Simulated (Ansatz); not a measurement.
# Cu (P6_3/mmc) in Ansatz: a series of runs

Runs on Cu. Level: PBEsol. Tasks: relaxation of cell and atoms.

Program: Ansatz 0.2.0. These are calculated values, not measurements. Logs are shortened: lines on timing, memory, paths and dates and some standing lists are left out, and cuts for length are marked.

**1. Starting point**

It takes space group P6_3/mmc (No. 194, hexagonal). The conventional cell has a = 2.531 Å, b = 2.531 Å, c = 8.262 Å, α = 90.00°, β = 90.00°, γ = 120.00°. Cu (site symmetry -6m2) is surrounded by 12 Cu at 2.53 Å. Cu (site symmetry -3m) has 12 Cu at 2.53 Å as nearest neighbours.

This isn't the form of Cu at room conditions, which is fcc.

**2. Relaxation of cell and atoms, PBEsol, target pressure 20 GPa, at which the enthalpy is minimised**

Contents of input.yaml:

```yaml
crystal:
  lattice:
    - [2.5307640267, 0.0, 0.0]
    - [-1.2653820134, 2.1917059381, 0.0]
    - [0.0, 0.0, 8.26181508]
  atoms:
    - { symbol: Cu, position: [0.6666666667, 0.3333333333, 0.75] }
    - { symbol: Cu, position: [0.0, 0.0, 0.5] }
    - { symbol: Cu, position: [0.3333333333, 0.6666666667, 0.25] }
    - { symbol: Cu, position: [0.0, 0.0, 0.0] }
kpoints:
  mp_grid: { grid: [12, 12, 4] }
scf:
  occupations: { method: fermi_dirac, width: 0.05 }
hamiltonian:
  xc: pbesol
  pseudopotentials: { kind: all_electron, lapw: { basis_error: 0.002 } }
output:
  forces: true
  stress: true
relax:
  f_tol: 0.01
  max_steps: 60
  cell: { p_target: 20 }
```

Potentials or basis: all-electron LAPW, scalar-relativistic.

Command:

```console
$ ansatz run input.yaml --threads 2 --pin off --max-ram 8192MiB --backend cpu --events-out ev --progress --plain --runs-dir out
```

Standard output:

```text
Warning: RAYON_NUM_THREADS=2 ignored (pool sized by the plan → 2); use --threads N
The last accepted step is kept in <dir> (removed where the run ends without a failure and the disk answers)
LAPW: plane waves up to 8.875 Å⁻¹, error target 2.0e-3 eV per atom; small_component_spin mean_spin; Cu in spheres of 1.227 Å, 19 of its electrons in bands, Dirac shells [] (how accurate: hamiltonian.pseudopotentials.lapw.basis_error, Limitations)
Engine: ansatz 0.2.0, aarch64-unknown-linux-gnu
Pseudopotentials: kind: all_electron
Pseudopotential: Cu, LAPW, valence charge 19, lapw/all_electron/scalar/gaussian/Cu, Koelling and Harmon's equation, gaussian nucleus
Functional definition: PBEsol
  exchange = pbesol_x
  correlation = pbesol_c
Crystal: 4 atoms, lattice volume = 45.826 Å³
Basis set: ecut = 300.11751763043804 eV, 563 PW (Γ), exchange–correlation at level 2
Bands: 46, of which v1, the nominal top of the filled ones, is band 38 counted from 1 (37 counted from 0)
Symmetry: 24 space group operations
Space group: P63/mmc (ITA 194), of the structure as read, at distance tolerance 3.6e-5 Å
k-points: 57 of 576
Non-local potential: Cu, projectors of the file, none
Initial density: superposition of atomic densities (chi_scale 0.1, normalization cell)
Initial wavefunctions: plane waves of lowest kinetic energy (no species holds an atomic orbital)
Functional: x = pbesol(κ = 0.804, μ = 0.12345679012345678), c = pbesol(β = 0.046)
iter 1 solved again at ethr=1.02e-3 eV; its pass at ethr=1.00e-1 eV (dr2=7.72e-1 eV) is discarded
SCF iter   1: F=—  HF=-179995.554156 eV  |F-HF|=—  |Δ(HF+E_count)|=         —  Δρ=5.83e-2  dr2=7.74e-1  ethr=1.02e-3  ⟨swp⟩=2.2  Hψ=18267  notcnv=0
preconditioner: auto → Kerker (q_TF=auto, 2.968 Å⁻¹)  [metal: Δε(μ)=0.058 eV  Ē_g=10.025 eV  σ=0.050 eV  W_gap=0.28  n_scr=24 (ndim 8)  ℏωp=36.4 eV  f_vac=0.000  D(μ)=2.86/eV (n_scr^D=38)]
SCF iter   2: F=—  HF=-179998.506560 eV  |F-HF|=—  |Δ(HF+E_count)|=    2.95e0  Δρ=2.72e-2  dr2=1.27e-1  ethr=1.02e-3  ⟨swp⟩=3.0  Hψ=9505  notcnv=0
iter 3 solved again at ethr=1.33e-5 eV; its pass at ethr=1.67e-4 eV (dr2=1.01e-2 eV) is discarded
SCF iter   3: F=—  HF=-179991.860906 eV  |F-HF|=—  |Δ(HF+E_count)|=    6.65e0  Δρ=5.17e-3  dr2=1.01e-2  ethr=1.33e-5  ⟨swp⟩=2.0  Hψ=14637  notcnv=0
SCF iter   4: F=—  HF=-179991.595195 eV  |F-HF|=—  |Δ(HF+E_count)|=   2.66e-1  Δρ=9.07e-3  dr2=2.57e-2  ethr=1.33e-5  ⟨swp⟩=3.0  Hψ=9098  notcnv=0
SCF iter   5: F=—  HF=-179991.572493 eV  |F-HF|=—  |Δ(HF+E_count)|=   2.27e-2  Δρ=3.48e-3  dr2=9.38e-3  ethr=1.33e-5  ⟨swp⟩=2.5  Hψ=7534  notcnv=0
SCF iter   6: F=—  HF=-179991.567508 eV  |F-HF|=—  |Δ(HF+E_count)|=   4.98e-3  Δρ=1.56e-3  dr2=8.22e-4  ethr=1.23e-5  ⟨swp⟩=2.0  Hψ=7460  notcnv=0
SCF iter   7: F=—  HF=-179991.566284 eV  |F-HF|=—  |Δ(HF+E_count)|=   1.22e-3  Δρ=6.49e-4  dr2=7.44e-5  ethr=1.08e-6  ⟨swp⟩=2.0  Hψ=7460  notcnv=0
SCF iter   8: F=—  HF=-179991.566003 eV  |F-HF|=—  |Δ(HF+E_count)|=   2.81e-4  Δρ=1.42e-4  dr2=7.08e-6  ethr=9.78e-8  ⟨swp⟩=2.8  Hψ=7639  notcnv=0
SCF iter   9: F=—  HF=-179991.566003 eV  |F-HF|=—  |Δ(HF+E_count)|=   5.74e-7  Δρ=3.47e-5  dr2=5.78e-7  ethr=9.32e-9  ⟨swp⟩=2.0  Hψ=7460  notcnv=0
SCF iter  10: F=—  HF=-179991.566003 eV  |F-HF|=—  |Δ(HF+E_count)|=   2.69e-7  Δρ=6.14e-6  dr2=1.50e-8  ethr=7.60e-10  ⟨swp⟩=2.0  Hψ=7460  notcnv=0
SCF iter  11: F=-179991.566003 eV  HF=-179991.566003 eV  |F-HF|=5.21e-9  |Δ(HF+E_count)|=   2.18e-8  Δρ=1.81e-6  dr2=2.88e-9  ethr=1.98e-11  ⟨swp⟩=2.0  Hψ=7460  notcnv=0
SCF 1 converged in 11 iterations: F = -179991.566003 eV  dr2 = 2.88e-9
[... 51 lines left out ...]
relax step   5: F+E_penalty+E_count = -179991.33742994 eV  Δ(F+E_penalty+E_count) = +2.573e-3 eV  max|allowed force component| = 2.313e-17 eV/Å  Δτ_max = 0.0000 Å  P = +19.999 GPa  Ω = 41.218 Å³  (2 SCF iters, accepted)
iter 1 solved again at ethr=3.57e-11 eV; its pass at ethr=1.00e-1 eV (dr2=2.71e-8 eV) is discarded
SCF iter   1: F=—  HF=-179991.337427 eV  |F-HF|=—  |Δ(HF+E_count)|=         —  Δρ=9.23e-6  dr2=2.74e-8  ethr=3.57e-11  ⟨swp⟩=3.6  Hψ=14716  notcnv=0  reapply=13
SCF iter   2: F=—  HF=-179991.337427 eV  |F-HF|=—  |Δ(HF+E_count)|=   5.52e-8  Δρ=7.25e-6  dr2=3.16e-8  ethr=3.57e-11  ⟨swp⟩=2.8  Hψ=7576  notcnv=0
SCF iter   3: F=-179991.337427 eV  HF=-179991.337427 eV  |F-HF|=3.02e-8  |Δ(HF+E_count)|=   2.43e-8  Δρ=5.26e-6  dr2=1.10e-8  ethr=3.57e-11  ⟨swp⟩=2.0  Hψ=7440  notcnv=0
SCF 6 converged in 3 iterations: F = -179991.337427 eV  dr2 = 1.10e-8
relax step   6: F+E_penalty+E_count = -179991.33742657 eV  Δ(F+E_penalty+E_count) = +3.371e-6 eV  max|allowed force component| = 3.123e-17 eV/Å  Δτ_max = 0.0000 Å  P = +19.999 GPa  Ω = 41.218 Å³  stress off target by 7.24e-3 GPa  SCF on the basis re-selected at this cell (its energy is not comparable with the rows above)  (3 SCF iters)
basis re-selected at this cell: Δ(F+E_penalty+E_count) = +3.371e-6 eV, ΔP = +0.000 GPa vs the last step (what re-selecting the basis moved, after the strain that the cell walked since its last selection, with what the two solves' SCF thresholds leave and, on support functions, any second-order correction that the steps lacked; it is no measure of the basis error at this ecutwfc). This SCF's stress stands 7.24e-3 GPa from its target on what of the cell is left free (relax.cell.stress_tol is 5.00e-2 GPa) and its largest allowed force component is 3.12e-17 eV/Å (relax.f_tol is 1.00e-2 eV/Å): within both
SCF converged after 3 iterations
Free energy (F): -179991.337427 eV
Harris-Foulkes:  -179991.337427 eV  (|F-HF|=3.02e-8)
Internal energy: -179991.324524 eV  (E = F + TS)
E sigma→0 (E₀):  -179991.330976 eV
Entropy (-TS):   -0.012902 eV (-3.226 meV/atom)
Fermi energy:    19.485955 eV
--- Per-component energies (eV) ---
  E_band       = -1250.568753
  E_kinetic    = 183080.480835
  E_xc         = -7217.754805
  E_electrostatic = -355854.050555  (all electrons and nuclei)
  E_smearing   = -0.012902  (= −TS)
  E_closure    = 0.000000  (closes the sum)
  E_atoms      = -179974.239404  (free atoms, spherical and without spin; not in F)
  Σ components = -179991.337427   (vs F -179991.337427, Δ=0.00e0)
  Basis errors (estimates in eV, not in F): energy 4.8e-4 per atom: plane waves 4.7e-4 (2.5e-4 summed), levels above the bands 4.3e-84, relativity 1.8e-8, radial functions 1.1e-5, core shells 2.0e-10; eigenvalues (radial functions only) 5.1e-7; not estimated: angular momenta, meshes, grids; target (lapw.basis_error) 2.0e-3; muffin-tin radii Cu 1.184 Å
--- Forces (eV/Å), atoms counted from 1 ---
  atom   1  Cu     0.00000000    -0.00000000     0.00000000
  atom   2  Cu     0.00000000     0.00000000    -0.00000000
  atom   3  Cu    -0.00000000     0.00000000    -0.00000000
  atom   4  Cu    -0.00000000     0.00000000     0.00000000
  max |Σ_I F_I| component: 4.63e-18 eV/Å
--- Stress (GPa, compression-positive) ---
       20.002706      -0.000000      -0.000000
       -0.000000      20.002706      -0.000000
       -0.000000      -0.000000      19.992761
  P = ⅓ Tr σ = 19.9994 GPa (199.994 kbar)
--- Relaxed structure (5 steps of the walk, 5 accepted, 1 SCFs on fresh bases) ---
  F+E_penalty+E_count = -179991.33742657 eV   max|allowed force component| = 3.123e-17 eV/Å   (the final SCF, on the basis selected at the relaxed cell)
  cell:  # Å, volume = 41.2182 Å³
    - [2.444859245615772, 2.7887564337212448e-11, 0.0]
    - [-1.2224296228320373, 2.1173102153665733, 0.0]
    - [0.0, 0.0, 7.962519901492644]
  atoms:
    - { symbol: Cu, position: [0.6666666666666667, 0.33333333333333326, 0.7500000000000002] }
    - { symbol: Cu, position: [-3.901438761963545e-34, -3.592746949642924e-35, 0.5000000000000002] }
    - { symbol: Cu, position: [0.33333333333333326, 0.6666666666666667, 0.2500000000000001] }
    - { symbol: Cu, position: [3.221650825440103e-35, 1.984020131069603e-34, 1.2432651022328691e-34] }
```

It took 68 s on 2 threads of Arm Neoverse V2, shared host; peak memory 0.55 GiB.

Results:

```yaml
Free_energy: -179991.3374 eV
Relaxed_volume: 10.30 Å³/atom
Relaxed_cell: a = 2.445 Å, b = 2.445 Å, c = 7.963 Å, α = 90.00°, β = 90.00°, γ = 120.00°
Space_group_after_relaxing_to_0.05_Å: P6_3/mmc (No. 194)
Energy_change_on_relaxing_the_enthalpy_is_what_falls: +57.1 meV/atom
Ionic_steps: 6
Pressure_after_relaxing: 20.0 GPa
```

Step by step:
| step | energy change (eV) | largest force (eV/Å) | volume (Å³) |
| --- | --- | --- | --- |
| 1 | 0.0000 | 0.0000 | 45.83 |
| 2 | 0.0795 | 0.0000 | 42.77 |
| 3 | 0.2703 | 0.0000 | 40.90 |
| 4 | 0.2260 | 0.0000 | 41.24 |
| 5 | 0.2286 | 0.0000 | 41.22 |
| 6 | 0.2286 | 0.0000 | 41.22 |

Final structure:
```
CELL_PARAMETERS angstrom
2.44486 0.00000 0.00000
-1.22243 2.11731 0.00000
0.00000 0.00000 7.96252
ATOMIC_POSITIONS crystal
Cu 0.66667 0.33333 0.75000
Cu 0.00000 0.00000 0.50000
Cu 0.33333 0.66667 0.25000
Cu 0.00000 0.00000 0.00000
```

**3. Relaxation of cell and atoms, PBEsol, target pressure 30 GPa, at which the enthalpy is minimised**

input.yaml, as its differences from that of step 2:

```diff
@@ -23,2 +23,2 @@
   max_steps: 60
-  cell: { p_target: 20 }
+  cell: { p_target: 30 }
```

Potentials or basis: all-electron LAPW, scalar-relativistic.

Command:

```console
$ ansatz run input.yaml --threads 2 --pin off --max-ram 8192MiB --backend cpu --events-out ev --progress --plain --runs-dir out
```

Run time: 61 s. Hardware: 2 threads of Arm Neoverse V2, shared host; peak memory 0.54 GiB.

The run converged. Its results:

* Free energy: -179991.1164 eV
* Relaxed volume: 9.95 Å³/atom
* Relaxed cell: a = 2.416 Å, b = 2.416 Å, c = 7.870 Å, α = 90.00°, β = 90.00°, γ = 120.00°
* Space group after relaxing (to 0.05 Å): P6_3/mmc (No. 194)
* Energy change on relaxing (the enthalpy is what falls): +112.4 meV/atom
* Ionic steps: 5
* Pressure after relaxing: 30.0 GPa

The path:
```csv
step,energy change (eV),largest force (eV/Å),volume (Å³)
1,0.0000,0.0000,45.83
2,0.2042,0.0000,41.42
3,0.5361,0.0000,39.35
4,0.4496,0.0000,39.79
5,0.4496,0.0000,39.79
```

Final structure:
```xyz
4
Lattice="2.4162 0.0000 0.0000 -1.2081 2.0925 0.0000 0.0000 0.0000 7.8705" Properties=species:S:1:pos:R:3 pbc="T T T"
Cu    1.2081    0.6975    5.9029
Cu    0.0000    0.0000    3.9352
Cu    0.0000    1.3950    1.9676
Cu    0.0000    0.0000    0.0000
```
